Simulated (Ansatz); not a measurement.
# BN (wurtzite) under strain

BN (wurtzite), relaxed with r2SCAN in Ansatz 0.2.0. Space group P6_3mc (No. 186), hexagonal; conventional cell a = 2.544 Å, c = 4.208 Å, 5.90 Å³ an atom. B has 4 N at 1.56–1.58 Å; N has 4 B at 1.56–1.58 Å.

The axes x, y and z are those of this cell:
```
B N
1.0
     2.54395    0.00000    0.00000
    -1.27198    2.20313    0.00000
     0.00000    0.00000    4.20782
B N
2 2
Direct
  0.33333 0.66667 0.00020
  0.66667 0.33333 0.50020
  0.33333 0.66667 0.37480
  0.66667 0.33333 0.87480
```

Unstrained: The PBE gap is indirect, 5.207 eV (Γ to K), below the direct gap of 8.298 eV at Γ–M (0.20 of the way from Γ). The r2SCAN gap is indirect, 5.752 eV (Γ to K), below the direct gap of 9.001 eV at Γ–M (0.20 of the way from Γ). The HSE06 gap is indirect, 6.530 eV (Γ to K), below the direct gap of 9.956 eV at Γ–M (0.22 of the way from Γ). Meshes: PBE 12×12×6, r2SCAN 12×12×6, HSE06 9×9×4. Strains are changes of length per length. After each strain the atoms were relaxed again with r2SCAN within the symmetry that the strain leaves, so tilts or polar shifts that break it weren't tested; points keep the names that they have in the unstrained zone. (Simulation; spin polarisation is off.)

Changes of the least gap in eV (an overlap counts as a negative gap):
```csv
strain,volume change (%),space group,PBE,r2SCAN,HSE06,G0W0@PBE (mesh),"energy rise, r2SCAN (meV/atom)"
isotropic -4.0 % on every length,-11.5,P6_3mc,-0.286,-0.257,-0.271,-0.23,115.5
isotropic -3.0 % on every length,-8.7,P6_3mc,-0.208,-0.185,-0.196,-0.17,63.2
isotropic -2.0 % on every length,-5.9,P6_3mc,-0.135,-0.118,-0.126,-0.10,27.4
isotropic -1.0 % on every length,-3.0,P6_3mc,-0.065,-0.056,-0.060,-0.05,6.7
isotropic +1.0 % on every length,+3.0,P6_3mc,+0.059,+0.053,+0.055,+0.04,6.3
isotropic +2.0 % on every length,+6.1,P6_3mc,+0.115,+0.101,+0.106,+0.08,24.6
isotropic +3.0 % on every length,+9.3,P6_3mc,+0.165,+0.145,+0.153,+0.12,53.9
isotropic +4.0 % on every length,+12.5,P6_3mc,+0.212,+0.185,+0.196,+0.15,93.4
```
Unstrained, G0W0@PBE with 98 empty bands, a screening cutoff of 150 eV and a 6×6×4 mesh gives 6.71 eV on its mesh; the band count follows the volume. G0W0 here is at a finite number of bands, screening cutoff and k mesh, not at the basis limit.

Isotropic -4.0 % on every length. HSE06: the gap goes from 6.530 to 6.259 eV (-0.271 eV); with r2SCAN the top three valence levels at Γ, grouped 2+1 from the top over 271 meV, become 2+1 over 377 meV. Stress change with r2SCAN, compression positive: xx +59.44, yy +59.44, zz +60.73 GPa. For HSE06, dE_g/d ln V = 2.2 eV over this step.

Isotropic -3.0 % on every length. HSE06: the gap goes from 6.530 to 6.334 eV (-0.196 eV); with r2SCAN the top three valence levels at Γ, grouped 2+1 from the top over 271 meV, become 2+1 over 350 meV. Stress change with r2SCAN, compression positive: xx +41.97, yy +41.97, zz +42.78 GPa. For HSE06, dE_g/d ln V = 2.1 eV over this step.

Isotropic -2.0 % on every length. HSE06: the gap goes from 6.530 to 6.404 eV (-0.126 eV); with r2SCAN the top three valence levels at Γ, grouped 2+1 from the top over 271 meV, become 2+1 over 323 meV. Stress change with r2SCAN, compression positive: xx +26.36, yy +26.36, zz +26.79 GPa. For HSE06, dE_g/d ln V = 2.1 eV over this step.

Isotropic -1.0 % on every length. HSE06: the gap goes from 6.530 to 6.470 eV (-0.060 eV); the edges go from Γ → K to Γ–M (0.01) → K; with r2SCAN the top three valence levels at Γ, grouped 2+1 from the top over 271 meV, become 2+1 over 297 meV. Stress change with r2SCAN, compression positive: xx +12.42, yy +12.42, zz +12.58 GPa.

Isotropic +1.0 % on every length. HSE06: the gap goes from 6.530 to 6.585 eV (+0.055 eV); with r2SCAN the top three valence levels at Γ, grouped 2+1 from the top over 271 meV, become 2+1 over 244 meV. Stress change with r2SCAN, compression positive: xx -11.04, yy -11.04, zz -11.12 GPa. For HSE06, dE_g/d ln V = 1.8 eV over this step.

Isotropic +2.0 % on every length. HSE06: the gap goes from 6.530 to 6.636 eV (+0.106 eV); the edges go from Γ → K to Γ–A (0.01) → K; with r2SCAN the top three valence levels at Γ, grouped 2+1 from the top over 271 meV, become 2+1 over 217 meV. Stress change with r2SCAN, compression positive: xx -20.83, yy -20.83, zz -20.90 GPa.

Isotropic +3.0 % on every length. HSE06: the gap goes from 6.530 to 6.683 eV (+0.153 eV); with r2SCAN the top three valence levels at Γ, grouped 2+1 from the top over 271 meV, become 2+1 over 191 meV. Stress change with r2SCAN, compression positive: xx -29.49, yy -29.49, zz -29.47 GPa. For HSE06, dE_g/d ln V = 1.7 eV over this step.

Isotropic +4.0 % on every length. HSE06: the gap goes from 6.530 to 6.726 eV (+0.196 eV); with r2SCAN the top three valence levels at Γ, grouped 2+1 from the top over 271 meV, become 2+1 over 164 meV. Stress change with r2SCAN, compression positive: xx -37.12, yy -37.12, zz -36.95 GPa. For HSE06, dE_g/d ln V = 1.7 eV over this step.

Where an edge lies off the special points, it is a point of the mesh or the k point where a search put PBE's edge or least direct gap, reused for the other functionals, whose own edges may lie a little apart.

The meshes of the hybrids are coarse, so their gaps aren't converged to the digits shown.

The splittings at Γ are without spin-orbit coupling, which regroups them where it is of like size or larger.
